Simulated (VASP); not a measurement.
Set up this calculation in VASP 6.6.1, as the native input.

- Task: single point
- Functional: PBE
- Dispersion: D3(BJ)
- Potentials or basis: VASP PAW PBE potentials, release 64 (C)
- Cutoff: 520 eV
- k mesh: 12 × 12 × 4
- Occupations: gaussian, width 0.02 eV
- Spin: no spin polarisation
- Further INCAR settings: ALGO = Fast; EDIFF = 1e-07

The structure of C lies in POSCAR:

```
C
1.0
    2.4560000000      0.0000000000      0.0000000000
   -1.2280000000      2.1269583900      0.0000000000
    0.0000000000      0.0000000000      6.6960000000
C
4
Direct
    0.0000000000      0.0000000000      0.7500000000
    0.0000000000      0.0000000000      0.2500000000
    0.3333333300      0.6666666700      0.7500000000
    0.6666666700      0.3333333300      0.2500000000
```

These files were run (other wordings do the same):

INCAR

```
SYSTEM = C
  ALGO = Fast
  EDIFF = 1E-7
  ENCUT = 520
  GGA = PE
  ISIF = 2
  ISMEAR = 0
  IVDW = 12
  LASPH = .TRUE.
  LCHARG = .FALSE.
  LREAL = .FALSE.
  LWAVE = .FALSE.
  NELM = 80
  PREC = Accurate
  SIGMA = 0.02
```

KPOINTS

```
k-points
0
G
  12 12 4
  0 0 0
```

Potentials or basis: VASP PAW PBE potentials, release 64 (C).

Launch:

```sh
$ cat potpaw_PBE.64/C/POTCAR > POTCAR
$ mpirun -np 1 vasp_std > vasp.out
```

It gave:

* Pressure: 3.8 GPa
* Band gap on the k mesh: none (metal or under the smearing width)
* Dispersion energy per atom: -0.157 eV

Wall time 16 s on 1 thread of Intel(R) Xeon(R) 6975P-C (Granite Rapids) (shared host), peak memory 0.15 GiB.
